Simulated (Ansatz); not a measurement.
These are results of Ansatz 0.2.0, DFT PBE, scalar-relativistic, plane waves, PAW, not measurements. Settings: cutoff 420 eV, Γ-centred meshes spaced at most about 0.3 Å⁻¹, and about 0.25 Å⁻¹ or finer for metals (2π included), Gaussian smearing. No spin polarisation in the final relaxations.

All energies are static (0 K, no zero-point motion). All come from trial cells, and lower structures may exist.

Problem. These unrelaxed guesses for Si2C are each relaxed within their symmetry. Order them by the energy at which they end, lowest first.
1.

```
Si C
1.0
     2.73448    0.00000    0.00000
    -1.36724    2.36813    0.00000
     0.00000    0.00000   13.34433
Si C
4 2
Direct
  0.33333 0.66667 0.41667
  0.33333 0.66667 0.75000
  0.66667 0.33333 0.25000
  0.66667 0.33333 0.58333
  0.33333 0.66667 0.08333
  0.66667 0.33333 0.91667
```

2.

```
Si C
1.0
     2.73645    0.00000    0.00000
    -1.36823    2.36984    0.00000
     0.00000    0.00000   13.32507
Si C
4 2
Direct
  0.33333 0.66667 0.00000
  0.33333 0.66667 0.33333
  0.33333 0.66667 0.66667
  0.66667 0.33333 0.50000
  0.66667 0.33333 0.16667
  0.66667 0.33333 0.83333
```

3.

```
Si C
1.0
     4.84175    0.00000    0.00000
     2.42088    4.21445    0.00000
     2.12526    1.40482    4.23480
Si C
4 2
Direct
  0.33379 0.49997 0.50009
  0.00045 0.16664 0.50009
  0.66621 0.50003 0.49990
  0.99955 0.83337 0.49990
  0.66712 0.83330 0.50009
  0.33288 0.16670 0.49990
```

4.

```
Si C
1.0
     1.35702   -7.05127    0.00000
     1.35702    7.05127    0.00000
     0.00000    0.00000    4.51537
Si C
4 2
Direct
  0.11111 0.88889 0.25000
  0.77778 0.22222 0.25000
  0.22222 0.77778 0.75000
  0.88889 0.11111 0.75000
  0.44444 0.55556 0.25000
  0.55556 0.44444 0.75000
```

Solution. 2 (ends in P-6m2, 0 meV/atom), 3 (ends in Immm, 55 meV/atom), 1 (ends in P-3m1, 283 meV/atom), 4 (ends in Cmcm, 0.36 eV/atom). Even the lowest end lies +0.24 eV/atom against the elements.

No dispersion correction is applied, so the spacing and binding between layers, chains or molecules are poorly described (P-3m1), and this can change margins and order among such cells. Cells relaxed within their symmetry can be saddle points. Some candidate types were left out of the draw beforehand, so a known form may be missing.
